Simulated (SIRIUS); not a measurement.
Runs of SIRIUS 7.12.0 on As. It takes space group R-3m (No. 166, trigonal). Conventional cell: a = 3.762 Å, b = 3.762 Å, c = 10.542 Å, α = 90.00°, β = 90.00°, γ = 120.00°. As (site symmetry 3m) is surrounded by 3 As at 2.51 Å. 

| task | level | spin | k mesh | cutoff (eV) | muffin tin radii | basis cutoff (gk_cutoff) | local orbitals (radial functions) | reference energy of the basis | smallest sphere radius times basis cutoff | V0 of scaled cells (Å³/atom) | B0 (GPa) | largest force (eV/Å) |
| --- | --- | --- | --- | --- | --- | --- | --- | --- | --- | --- | --- | --- |
| equation of state | PBE+D3(BJ) | off | 7 × 7 × 7 | 184 | As 2.28 bohr | 3.68 1/bohr | - | - | - | 21.64 | 76 | - |
| band structure | PBE | off | 9 × 9 × 9 | 177 | As 2.33 bohr | 3.61 1/bohr | As 14 | 0.23 Ha | 8.41 | - | - | 0.43 |
| band structure | PBE | SOC, no magnetisation | 9 × 9 × 9 | 177 | As 2.33 bohr | 3.61 1/bohr | As 14 | 0.23 Ha | 8.41 | - | - | 0.43 |
| band structure | LDA | off | 9 × 9 × 9 | 177 | As 2.33 bohr | 3.61 1/bohr | As 14 | 0.23 Ha | 8.41 | - | - | (b) |
| equation of state | WC | off | 9 × 9 × 9 | 184 | As 2.28 bohr | 3.68 1/bohr | As 14 | - | 8.39 | (a) | 77 | - |
| equation of state | PBE+D3 | off | 7 × 7 × 7 | 184 | As 2.28 bohr | 3.68 1/bohr | - | - | - | 22.14 | 73 | - |
| equation of state | PBE+D4 | off | 7 × 7 × 7 | 184 | As 2.28 bohr | 3.68 1/bohr | - | - | - | 21.64 | 77 | - |
| equation of state | LDA | off | 9 × 9 × 9 | 184 | As 2.28 bohr | 3.68 1/bohr | As 14 | - | 8.39 | 21.15 | 80 | - |

Alike in all rows: potentials or basis all-electron FP-LAPW, apw+lo standard; cell as given; smearing fermi-dirac 0.05 eV.

Problem. Estimate the missing entries.

Solution. (a) 21.68; (b) 0.26.

Caveats: the cell was scaled at fixed shape and fractional positions, which overstates the stiffness of a crystal with free parameters, most of all of layers and chains (some runs); spin-orbit coupling enters by second variation, whose total energy isn't converged in the number of states and isn't listed, and the forces lack its term (some runs).

Not every run made on this cell is shown here.
